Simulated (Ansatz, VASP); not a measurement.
# InSb in two plane-wave programs, part 2 of 2

Aim: how closely do two programs agree when they are given the same cell, functional and k mesh? The cell is a member of a volume series, scaled by 0.97 from a relaxed one, so a pressure remains.

VASP 6.6.1 and Ansatz 0.2.0.

So far. Step 2 (Ansatz: single point, PBEsol, volume scaled by 0.97): The run ends at a pressure of 1.38 GPa.

### Step 5. Further runs

Further runs change the set-up of one program: Ansatz's method, potentials or start, or VASP's data sets, cutoff or form of LDA. The table gives Ansatz less VASP for each quantity, since a change that brings one quantity closer may part another.

| run | pressure (GPa) |
| --- | --- |
| as above | -0.030 |
| Ansatz's all-electron LAPW method | -0.022 |

### Step 6. VASP: single point, r2SCAN, volume scaled by 0.985

With cell and atoms fixed, the geometry can't cause a difference; cores, projectors, grids and the points listed under the comparison can. The cell compared in this pair holds 69.41 Å³, against 67.22 Å³ for the pair before.

The input asks for a relaxation, which ended at its first step since no free force or stress exceeded the threshold; so it serves as a single point.

INCAR

```
SYSTEM = InSb
PREC = Accurate
ENCUT = 500
EDIFF = 1E-06
NELM = 100
ISMEAR = 0
SIGMA = 0.05
LREAL = .FALSE.
ALGO = Normal
METAGGA = R2SCAN
LASPH = .TRUE.
NBANDS = 15
LORBIT = 11
LWAVE = .FALSE.
LCHARG = .FALSE.
KPAR = 4
IBRION = 2
NSW = 30
ISIF = 4
EDIFFG = -0.01
```

POSCAR

```
InSb
1.0
    0.0000000000      3.2619280120      3.2619280120
    3.2619280120      0.0000000000      3.2619280120
    3.2619280120      3.2619280120      0.0000000000
Sb In
1 1
Direct
    0.7500000000      0.7500000000      0.7500000000
    0.0000000000      0.0000000000      0.0000000000
```

KPOINTS

```
Automatic mesh
0
Gamma
10 10 10
0 0 0
```

The projector-augmented-wave data sets are Sb and In_d (PBE family, release 64).

Run with:

```sh
$ mpirun -np 4 vasp_std
```

Numbers of over 12 decimals in the logs are rounded to 6 here.

What it wrote:

```text
[banner, memory and clock lines left out]
running    4 mpi-ranks, on    1 nodes
[...]
[... a notice as in an earlier step ...]

 LDA part: xc-table for (None), standard interpolation
 POSCAR, INCAR and KPOINTS ok, starting setup
[...]
entering main loop
       N       E                     dE             d eps       ncg     rms          rms(c)
DAV:   1     0.706086793540E+02    0.70609E+02   -0.80181E+03  1410   0.119E+03
DAV:   2    -0.445545799902E+02   -0.11516E+03   -0.11206E+03  1543   0.291E+02
DAV:   3    -0.516446447757E+02   -0.70901E+01   -0.70654E+01  1788   0.778E+01
DAV:   4    -0.518488663636E+02   -0.20422E+00   -0.20417E+00  1782   0.149E+01
[...]
DAV:  10    -0.487652032480E+02    0.12947E-04   -0.38013E-04  1685   0.188E-01    0.702E-02
DAV:  11    -0.487652074926E+02   -0.42445E-05   -0.39697E-05  1981   0.921E-02    0.535E-02
DAV:  12    -0.487652084437E+02   -0.95110E-06   -0.43674E-06  1662   0.152E-02
   1 F= -.48765208E+02 E0= -.48765195E+02  d E =-.487652E+02
[...]
reached required accuracy - stopping structural energy minimisation
```

OUTCAR, selected parts (step 6):

```text
  Total        0.2624774      0.2624774      0.2624774      0.0000000      0.0000000     -0.0000000
  in kB        6.0582804      6.0582804      6.0582804      0.0000000      0.0000000     -0.0000000
  external PRESSURE =       6.0582804 kB  Pullay stress =       0.0000000 kB

 POSITION                                       TOTAL-FORCE (eV/Angst)
 -----------------------------------------------------------------------------------
      4.89289      4.89289      4.89289        -0.000000     -0.000000     -0.000000
      0.00000      0.00000      0.00000         0.000000      0.000000      0.000000
 -----------------------------------------------------------------------------------
    total drift:                                0.000001      0.000001      0.000001

  FREE ENERGIE OF THE ION-ELECTRON SYSTEM (eV)
  ---------------------------------------------------
  free  energy   TOTEN  =       -48.7652084437 eV

  energy  without entropy=      -48.7651812646  energy(sigma->0) =      -48.76519485

[... 2 parts as in an earlier step ...]

[... 2 further parts left out ...]
[key lines of the parts left out:]
E-fermi :   4.7695
```

### Step 7. Ansatz: single point, r2SCAN, volume scaled by 0.985

The same cell, functional, mesh and smearing now go to Ansatz, which takes its cutoff from its data sets.

The cell is a member of a volume series, scaled by 0.985 from a relaxed one, so a pressure remains.

input.yaml

```yaml
crystal:
  lattice:
    - [0.0, 3.26192801, 3.26192801]
    - [3.26192801, 0.0, 3.26192801]
    - [3.26192801, 3.26192801, 0.0]
  atoms:
    - { symbol: Sb, position: [0.75, 0.75, 0.75] }
    - { symbol: In, position: [0.0, 0.0, 0.0] }
hamiltonian:
  xc: r2scan
  pseudopotentials: { kind: paw }
kpoints:
  mp_grid: { grid: [10, 10, 10] }
scf:
  occupations: { method: gaussian, width: 0.05 }
  n_extra_bands: 4
output:
  forces: true
  stress: true
  eigenvalues: true
```

Run with:

```sh
$ ansatz run input.yaml --threads 2 --pin off --max-ram 4608MiB --backend cpu --events-out ev --progress --plain --runs-dir out
```

What it wrote:

```text
[...]
Crystal: 2 atoms, lattice volume = 69.415 Å³
Basis set: ecut = 500 eV, 1807 PW (Γ), exchange–correlation on 144×144×144 points (64 copies of the dense FFT grid, shifted against one another)
Bands: 18, of which v1, the nominal top of the filled ones, is band 14 counted from 1 (13 counted from 0)
Symmetry: 24 space group operations
[...]
--- Band table (eV; the first three rows and the last of 47) ---
  k-point 0: bands = [... 10 lower, -4.0503, 6.9300, 6.9300, 6.9300, 7.0432, 10.1627, 10.1627, 10.1627]
  k-point 1: bands = [... 10 lower, -3.9568, 5.5282, 6.7918, 6.7918, 7.9872, 10.3591, 10.3591, 10.3884]
  k-point 2: bands = [... 10 lower, -3.6874, 4.0272, 6.4905, 6.4905, 8.1430, 10.7547, 10.7547, 11.3464]
  k-point 46: bands = [... 10 lower, -2.0052, 1.0708, 4.1065, 4.2365, 10.3020, 10.4707, 12.3459, 12.6859]
[key lines of the parts left out:]
SCF converged after 6 iterations
Free energy (F): -12111.439063 eV
Fermi energy:    6.996213 eV
P = ⅓ Tr σ = 0.6558 GPa (6.558 kbar)
```

Elapsed: 13 s, on 2 threads of Arm Neoverse N1, shared host; peak memory 0.58 GiB.

The run ends at a pressure of 0.66 GPa.

### Step 8. Differences

What differs besides the data sets and the points named for the pairs above, as far as they apply: VASP keeps PBE cores, Ansatz makes them for the functional. Total energies have different zeros and are not compared.

Both answers:

```csv
quantity,Ansatz,VASP,difference
pressure (GPa),0.66,0.61,+0.05
gap on the k mesh (eV),0.113,0.112,+0.001
```

A gap on the mesh is an upper bound, since the band edges may lie between its points.

### Step 9. Summary of results

| Quantity | Value |
| --- | --- |
| difference in pressure (single point, PBEsol, volume scaled by 0.97) | -0.030 GPa |
| difference in gap on the k mesh (single point, r2SCAN, volume scaled by 0.985) | 0.0014 eV |

In words: The difference in pressure is -0.030 GPa (single point, PBEsol, volume scaled by 0.97), within the 1 GPa picked in this series as the mark of a large difference. Single point, PBEsol, volume scaled by 0.97, Ansatz's all-electron LAPW method: the difference in pressure goes from -0.030 to -0.022 GPa. How closely two codes agree says nothing of how well the functional describes the real material.

[Lines on the potential files, build, host, timing and source positions are cut from VASP's logs without a mark.]

[Logs are printed without paths, hosts, clocks, repeated set-up lines and the standing remarks that a program may print on its own settings, such as how far it seeks lower states.]

[Hosts, paths, dates, database ids (printed as entryN), source tags and the programs' standing remarks are cut or masked in the printed files.]
